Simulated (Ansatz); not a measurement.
The cell is COD entry 9008517, as deposited and not checked against the literature; nothing was relaxed. The listed cell was then made from it by scaling, straining or moving an atom.

Ti: DFT, PBE, all-electron PAW with datasets made for the crystal, scalar-relativistic (Ansatz 0.2.0). What sets it apart from a plain run of this crystal: equal xy, yz and zx engineering shear strains of -1 %.

Command: `ansatz run input.yaml --threads 1 --pin off --max-ram 3072MiB --backend cpu --events-out ev --progress --plain --runs-dir out` The run took 23 s on 1 thread of Intel(R) Xeon(R) 6975P-C (Granite Rapids) (shared host), peak memory 0.89 GiB.

```yaml
crystal:
  lattice:
    - [2.9499978604, -0.0147499893, -0.0147499893]
    - [-1.4877727956, 2.5621480828, -0.0053988708]
    - [-0.02343, -0.02343, 4.686]
  atoms:
    - { symbol: Ti, position: [0.3333333333, 0.6666666667, 0.25] }
    - { symbol: Ti, position: [0.6666666667, 0.3333333333, 0.75] }
kpoints:
  mp_grid: { grid: [13, 13, 7] }
scf:
  occupations: { method: fermi_dirac, width: 0.08 }
hamiltonian:
  xc: pbe
  pseudopotentials: { kind: all_electron, datasets: crystal }
output:
  forces: true
  stress: true
  eigenvalues: true
  efg: { contact_densities: true }
```

Output (standing set-up lines are left out):

```
Crystal: 2 atoms, lattice volume = 35.314 Å³
Symmetry: 2 space group operations
Space group: P-1 (ITA 2), of the structure as read, at distance tolerance 3.3e-5 Å
k-points: 592 of 1183
iter 1 solved again at ethr=1.76e-2 eV; its pass at ethr=1.00e-1 eV (dr2=1.41e0 eV) is discarded
SCF iter   1: F=—  HF=-46467.167341 eV  |F-HF|=—  |Δ(HF+E_count)|=         —  Δρ=6.19e-2  dr2=1.41e0  ethr=1.76e-2  ⟨swp⟩=2.0  Hψ=47903  notcnv=0
preconditioner: auto → none  [metal: Δε(μ)=0.004 eV  Ē_g=5.213 eV  σ=0.080 eV  W_gap=0.01  n_scr=2 (ndim 8)  ℏωp=17.7 eV  f_vac=0.000  D(μ)=1.79/eV (n_scr^D=22)  sad-step TF]
SCF iter   2: F=—  HF=-46466.747166 eV  |F-HF|=—  |Δ(HF+E_count)|=   4.20e-1  Δρ=2.24e-2  dr2=1.91e-1  ethr=1.76e-2  ⟨swp⟩=2.0  Hψ=15392  notcnv=0
iter 3 solved again at ethr=3.62e-5 eV; its pass at ethr=2.38e-3 eV (dr2=2.89e-3 eV) is discarded
SCF iter   3: F=—  HF=-46466.681900 eV  |F-HF|=—  |Δ(HF+E_count)|=   6.53e-2  Δρ=3.64e-3  dr2=2.86e-3  ethr=3.62e-5  ⟨swp⟩=2.9  Hψ=41019  notcnv=0  defer=20
SCF iter   4: F=—  HF=-46466.679126 eV  |F-HF|=—  |Δ(HF+E_count)|=   2.77e-3  Δρ=6.29e-4  dr2=6.59e-5  ethr=3.57e-5  ⟨swp⟩=3.0  Hψ=16754  notcnv=0  defer=2
SCF iter   5: F=—  HF=-46466.679988 eV  |F-HF|=—  |Δ(HF+E_count)|=   8.62e-4  Δρ=4.61e-4  dr2=6.80e-5  ethr=8.24e-7  ⟨swp⟩=3.0  Hψ=20805  notcnv=0
SCF iter   6: F=—  HF=-46466.679980 eV  |F-HF|=—  |Δ(HF+E_count)|=   7.63e-6  Δρ=7.92e-5  dr2=8.23e-6  ethr=8.24e-7  ⟨swp⟩=3.0  Hψ=12720  notcnv=0
SCF iter   7: F=—  HF=-46466.679979 eV  |F-HF|=—  |Δ(HF+E_count)|=   1.32e-6  Δρ=4.40e-5  dr2=2.60e-6  ethr=1.03e-7  ⟨swp⟩=3.0  Hψ=13344  notcnv=0
SCF iter   8: F=—  HF=-46466.679978 eV  |F-HF|=—  |Δ(HF+E_count)|=   5.83e-7  Δρ=1.47e-5  dr2=2.94e-7  ethr=3.25e-8  ⟨swp⟩=2.0  Hψ=10982  notcnv=0  defer=1
SCF iter   9: F=-46466.679978 eV  HF=-46466.679978 eV  |F-HF|=1.59e-9  |Δ(HF+E_count)|=   4.47e-8  Δρ=3.23e-6  dr2=1.90e-9  ethr=3.67e-9  ⟨swp⟩=2.9  Hψ=12241  notcnv=0  defer=1
SCF 1 converged in 9 iterations: F = -46466.679978 eV  dr2 = 1.90e-9
  Residual-converged pass: ⟨swp⟩=3.9  Hψ=14271  notcnv=0  max |occ|·‖R‖ = 5.3e-6 eV (tolerance 5.3e-6 eV)  dr2=2.04e-9  dr2_onsite=1.10e-9  max |Δocc| = 5.7e-9
  greatest PAW one-centre occupation: 0.241 electrons in one spin orbital (limit 2), on the Ti atom at site 1 (counted from 0), in its partial waves of l = 2
SCF converged after 9 iterations
Free energy (F): -46466.679978 eV
Harris-Foulkes:  -46466.679978 eV  (|F-HF|=1.59e-9)
Internal energy: -46466.631450 eV  (E = F + TS)
E sigma→0 (E₀):  -46466.655714 eV
Entropy (-TS):   -0.048527 eV (-24.264 meV/atom)
Past the cutoff: the bands carry plane waves up to 1.75 times it, of which those up to 1.5 times it add -0.000255 eV an atom, each by itself; the spheres take 0.000100 eV an atom off the energy for waves past 1.75 times it
By the cutoff:   a pressure is off by up to 0.006 GPa (1.2 times the spheres' own share and the shells' term, over an atom's volume, and 0.004 GPa: a bound that held against runs at twice the plane waves)
Past the cutoffs: a stress includes 0.0027 GPa for waves and charges beyond them, in addition to the slope of what the spheres take
In the spheres:  the bands' charges fall short by 1.0e-6 e at most (sound up to 1e-3), those of shells solved beside the bands by 1.9e-6 e (sound up to 5e-4)
Fermi energy:    13.518536 eV
--- Per-component energies (eV) ---
  The terms above E_closure are by the made datasets' own strengths, without shells solved beside the bands.
--- Forces (eV/Å), atoms counted from 1 ---
  atom   1  Ti     0.02763682     0.00032575     0.00164786
  atom   2  Ti    -0.02763682    -0.00032575    -0.00164786
  max |Σ_I F_I| component: 0.00e0 eV/Å
--- Stress (GPa, compression-positive) ---
       -1.445828       0.632760       0.415389
        0.632760      -1.439690       0.414963
        0.415389       0.414963      -1.829101
  P = ⅓ Tr σ = -1.5715 GPa (-15.715 kbar)
  It holds what live shells' own plane waves past their cutoff add
--- PAW observables at the nuclei: V_zz in 10²¹ V/m², potentials from the cell's mean, atoms counted from 1 ---
  atom   1  Ti V_zz =    +1.801076   η = 0.0289   by run symmetry: allowed
            electrostatic potential = -2530.836188 V   contact ρ = 56838.811054 e/Å³
  atom   2  Ti V_zz =    +1.801076   η = 0.0289   by run symmetry: allowed
            electrostatic potential = -2530.836188 V   contact ρ = 56838.811054 e/Å³
--- Band table (eV; the first three rows and the last of 592) ---
  k-point 0: bands = ["7.3819", "10.8857", "14.2239", "14.2410", "14.3642", "14.3918", "14.7320", "14.8368", "15.1356", "15.1682", "16.6221"]
  k-point 1: bands = ["7.5505", "10.7869", "13.9603", "14.1726", "14.2616", "14.3287", "14.6445", "14.7496", "15.3103", "15.3466", "16.6292"]
  k-point 2: bands = ["8.0371", "10.3898", "13.5710", "14.0428", "14.0924", "14.2160", "14.4429", "14.5490", "15.6875", "15.7245", "16.5908"]
  k-point 591: bands = ["10.8920", "11.6317", "12.0407", "12.7710", "14.0321", "14.3414", "14.5831", "16.5288", "16.7343", "16.7863", "17.3182"]
```
